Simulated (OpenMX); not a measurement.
Runs of OpenMX 3.8.5 on PtS2. It takes space group P-3m1 (No. 164, trigonal). The conventional cell has a = 3.543 Å, b = 3.543 Å, c = 5.039 Å, α = 90.00°, β = 90.00°, γ = 120.00°. Pt (site symmetry -3m) has 6 S at 2.34 Å as nearest neighbours. S (site symmetry 3m) is surrounded by 3 Pt at 2.34 Å. 

```tsv
spin	k mesh	SCF threshold	gap on the mesh (eV)	moment (μB)	largest force (eV/Å)
non-collinear, zero start, SOC	7 × 7 × 5	1e-07 Ha	(b)	0.00	1.58
non-collinear, zero start	5 × 5 × 3	1e-07 Ha	1.34	0.00	1.64
non-collinear, zero start, SOC	5 × 5 × 3	1e-07 Ha	-	0.00	1.59
off	9 × 9 × 5	1e-08 Ha	(a)	-	1.62
```

Alike in all rows: task band structure; level PBE; potentials or basis OpenMX 2013 PBE set, Pt7.0-s3p2d2f1, S7.0-s2p2d1f1, grid cutoff 400 Ry; cell as given; smearing fermi-dirac 0.05 eV.

Problem. Estimate the missing entries.

Solution. (a) 1.02; (b) 0.90.

Caveats: the basis of atomic orbitals isn't converged, which shifts pressures, moduli and gaps; forces of over 1 eV/Å show positions far from the minimum, so gaps and moduli don't describe the material at rest; total energies with and without spin-orbit coupling shouldn't be compared in this program (some runs); spin-orbit coupling is left out, which moves the levels of the heavy elements (some runs); the mesh misses the band edges, which the band path finds closer together (some runs).

A k mesh can miss the band edges, and rows without SOC leave out spin-orbit coupling on Pt.
